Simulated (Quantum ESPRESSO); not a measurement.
# TiAl (Pm-3m) in Quantum ESPRESSO: equation of state, part 2 of 2

Quantum ESPRESSO 7.5.

## Step 3: Single point, PBEsol, 15.42 Å³/atom

File pw.in:

```
&CONTROL
  calculation = 'scf'
  prefix = 'pwscf'
  outdir = './tmp'
  pseudo_dir = './pseudo'
  tstress = .true.
  disk_io = 'nowf'
/
&SYSTEM
  ibrav = 0
  nat = 2
  ntyp = 2
  ecutwfc = 45
  ecutrho = 360
  nbnd = 13
  occupations = 'smearing'
  smearing = 'fd'
  degauss = 0.00367493
/
&ELECTRONS
  conv_thr = 4d-10
  electron_maxstep = 120
  mixing_beta = 0.5
/
ATOMIC_SPECIES
Ti    47.8670 ti_pbesol_v1.4.uspp.F.UPF
Al    26.9815 al_pbesol_v1.uspp.F.UPF
CELL_PARAMETERS angstrom
   3.1360984087    0.0000000000    0.0000000000
   0.0000000000    3.1360984087    0.0000000000
   0.0000000000    0.0000000000    3.1360984087
ATOMIC_POSITIONS crystal
Ti     0.0000000000    0.0000000000    0.0000000000
Al     0.5000000000    0.5000000000    0.5000000000
K_POINTS automatic
8 8 8 0 0 0
```

Potentials or basis: GBRV 1.5 PBEsol.

Run with:

```console
OMP_NUM_THREADS=1 mpirun -n 2 pw.x -nk 2 -in pw.in > pw.out
```

Run time: 6.2 s. Hardware: 2 MPI ranks of Intel Xeon Platinum 8259CL at 2.50GHz (Skylake/Cascade Lake), shared host; peak memory 0.18 GiB.

Results (log left out):

- Free energy: -1712.2707 eV
- Pressure: 2.3 GPa
- Band gap on the k mesh: none (metal or under the smearing width)

## Step 4: Single point, PBEsol, 15.74 Å³/atom

pw.in: that of step 3 with these lines changed.

```diff
@@ -28,5 +28,5 @@
 CELL_PARAMETERS angstrom
-   3.1360984087    0.0000000000    0.0000000000
-   0.0000000000    3.1360984087    0.0000000000
-   0.0000000000    0.0000000000    3.1360984087
+   3.1577273571    0.0000000000    0.0000000000
+   0.0000000000    3.1577273571    0.0000000000
+   0.0000000000    0.0000000000    3.1577273571
 ATOMIC_POSITIONS crystal
```

Run with:

```console
OMP_NUM_THREADS=1 mpirun -n 2 pw.x -nk 2 -in pw.in > pw.out
```

Run time: 6.5 s. Hardware: 2 MPI ranks of Intel Xeon Platinum 8259CL at 2.50GHz (Skylake/Cascade Lake), shared host; peak memory 0.2 GiB.

It converged, with:

* Free energy: -1712.2749 eV
* Pressure: -0.2 GPa
* Band gap on the k mesh: none (metal or under the smearing width)

## Step 5: Single point, PBEsol, 16.06 Å³/atom

pw.in: that of step 4 with these lines changed.

```diff
@@ -28,5 +28,5 @@
 CELL_PARAMETERS angstrom
-   3.1577273571    0.0000000000    0.0000000000
-   0.0000000000    3.1577273571    0.0000000000
-   0.0000000000    0.0000000000    3.1577273571
+   3.1790640000    0.0000000000    0.0000000000
+   0.0000000000    3.1790640000    0.0000000000
+   0.0000000000    0.0000000000    3.1790640000
 ATOMIC_POSITIONS crystal
```

Potentials or basis: GBRV 1.5 PBEsol.

Run with:

```console
OMP_NUM_THREADS=1 mpirun -n 2 pw.x -nk 2 -in pw.in > pw.out
```

pw.out:

```text
This program is part of the open-source Quantum ESPRESSO suite
     for quantum simulation of materials; please cite
[... 6 lines left out ...]
     using ibrav=0 with symmetry is DISCOURAGED, use correct ibrav instead

     K-points division:     npool     =       2
     Subspace diagonalization in iterative solution of the eigenvalue problem:
     a serial algorithm will be used

     G-vector sticks info
     --------------------
     sticks:   dense  smooth     PW     G-vecs:    dense   smooth      PW
     Sum        1041     517    169                25173     8829    1575

     Using Slab Decomposition

     bravais-lattice index     =            0
     lattice parameter (alat)  =       6.0076  a.u.
     unit-cell volume          =     216.8175 (a.u.)^3
     number of atoms/cell      =            2
     number of atomic types    =            2
     number of electrons       =        15.00
     number of Kohn-Sham states=           13
     kinetic-energy cutoff     =      45.0000  Ry
[... 194 lines left out ...]

     negative rho (up, down):  5.224E-04 0.000E+00

     End of self-consistent calculation

          k = 0.0000 0.0000 0.0000 (  1141 PWs)   bands (ev):

   -45.3074 -21.6133 -21.6133 -21.6133   2.0536   9.9144   9.9144  13.1374
    13.1374  13.1374  15.7266  15.7266  15.7266
[... 163 lines left out ...]
   -45.2652 -21.7441 -21.7441 -21.7179   7.7799   8.3440   8.3440  12.6597
    12.6999  13.8416  13.8416  14.1612  15.3640

          k =-0.5000-0.5000-0.5000 (  1088 PWs)   bands (ev):

   -45.2630 -21.7409 -21.7409 -21.7409   8.2271   8.2271   8.2271  11.9408
    14.1707  14.1707  14.2717  14.2717  14.2717

     the Fermi energy is    11.3401 ev

!    total energy              =    -125.84948349 Ry
     estimated scf accuracy    <          5.7E-11 Ry
     smearing contrib. (-TS)   =      -0.00172684 Ry
     internal energy E=F+TS    =    -125.84775666 Ry

     The total energy is F=E-TS. E is the sum of the following terms:
     one-electron contribution =     -53.38118549 Ry
     hartree contribution      =      31.60452871 Ry
     xc contribution           =     -22.19994416 Ry
     ewald contribution        =     -81.87115572 Ry

     convergence has been achieved in  10 iterations

     Computing stress (Cartesian axis) and pressure

     negative rho (up, down):  5.224E-04 0.000E+00
          total   stress  (Ry/bohr**3)                   (kbar)     P=      -24.88
  -0.00016913   0.00000000   0.00000000          -24.88        0.00        0.00
   0.00000000  -0.00016913   0.00000000            0.00      -24.88        0.00
   0.00000000   0.00000000  -0.00016913            0.00        0.00      -24.88

=------------------------------------------------------------------------------=
   JOB DONE.
=------------------------------------------------------------------------------=
```

Run time: 6.7 s. Hardware: 2 MPI ranks of Intel Xeon Platinum 8259CL at 2.50GHz (Skylake/Cascade Lake), shared host; peak memory 0.22 GiB.

Results:

```yaml
Free_energy: -1712.2695 eV
Pressure: -2.5 GPa
Band_gap_on_the_k_mesh: none (metal or under the smearing width)
```

## Step 6: Single point, PBEsol, 16.39 Å³/atom

pw.in: that of step 5 with these lines changed.

```diff
@@ -28,5 +28,5 @@
 CELL_PARAMETERS angstrom
-   3.1790640000    0.0000000000    0.0000000000
-   0.0000000000    3.1790640000    0.0000000000
-   0.0000000000    0.0000000000    3.1790640000
+   3.2001180175    0.0000000000    0.0000000000
+   0.0000000000    3.2001180175    0.0000000000
+   0.0000000000    0.0000000000    3.2001180175
 ATOMIC_POSITIONS crystal
```

Potentials or basis: GBRV 1.5 PBEsol.

Run with:

```console
OMP_NUM_THREADS=1 mpirun -n 2 pw.x -nk 2 -in pw.in > pw.out
```

Wall time 6.7 s (2 MPI ranks of Intel Xeon Platinum 8259CL at 2.50GHz (Skylake/Cascade Lake), shared host); peak memory 0.22 GiB.

Results (log left out):

- Free energy: -1712.2553 eV
- Pressure: -4.6 GPa
- Band gap on the k mesh: none (metal or under the smearing width)

## Step 7: Single point, PBEsol, 16.71 Å³/atom

pw.in: that of step 6 with these lines changed.

```diff
@@ -28,5 +28,5 @@
 CELL_PARAMETERS angstrom
-   3.2001180175    0.0000000000    0.0000000000
-   0.0000000000    3.2001180175    0.0000000000
-   0.0000000000    0.0000000000    3.2001180175
+   3.2208985869    0.0000000000    0.0000000000
+   0.0000000000    3.2208985869    0.0000000000
+   0.0000000000    0.0000000000    3.2208985869
 ATOMIC_POSITIONS crystal
```

Run with:

```console
OMP_NUM_THREADS=1 mpirun -n 2 pw.x -nk 2 -in pw.in > pw.out
```

Run time: 6.7 s. Hardware: 2 MPI ranks of Intel Xeon Platinum 8259CL at 2.50GHz (Skylake/Cascade Lake), shared host; peak memory 0.22 GiB.

The run converged. Its results:

```yaml
Free_energy: -1712.2333 eV
Pressure: -6.4 GPa
Band_gap_on_the_k_mesh: none (metal or under the smearing width)
```

## Step 8: Single point, PBEsol, 17.03 Å³/atom

pw.in: that of step 7 with these lines changed.

```diff
@@ -28,5 +28,5 @@
 CELL_PARAMETERS angstrom
-   3.2208985869    0.0000000000    0.0000000000
-   0.0000000000    3.2208985869    0.0000000000
-   0.0000000000    0.0000000000    3.2208985869
+   3.2414144177    0.0000000000    0.0000000000
+   0.0000000000    3.2414144177    0.0000000000
+   0.0000000000    0.0000000000    3.2414144177
 ATOMIC_POSITIONS crystal
```

Run with:

```console
OMP_NUM_THREADS=1 mpirun -n 2 pw.x -nk 2 -in pw.in > pw.out
```

Run time: 8.4 s. Hardware: 2 MPI ranks of Intel Xeon Platinum 8259CL at 2.50GHz (Skylake/Cascade Lake), shared host; peak memory 0.22 GiB.

Results (log left out):

| Quantity | Value |
| --- | --- |
| Free energy | -1712.2042 eV |
| Pressure | -8.1 GPa |
| Band gap on the k mesh | none (metal or under the smearing width) |

## Step 9: Equation of state, PBEsol

Potentials or basis: GBRV 1.5 PBEsol.

No new run: the results of the series are fitted here.

What came out:

```
Equilibrium volume                      : 15.72 Å³/atom
Bulk modulus                            : 118 GPa
Pressure derivative of the bulk modulus : 4.0
```

Energy against volume, from the lowest point:
| volume (Å³/atom) | energy (meV/atom) |
| --- | --- |
| 15.101 | 9.56 |
| 15.422 | 2.11 |
| 15.743 | 0.00 |
| 16.065 | 2.71 |
| 16.386 | 9.78 |
| 16.707 | 20.77 |
| 17.028 | 35.33 |
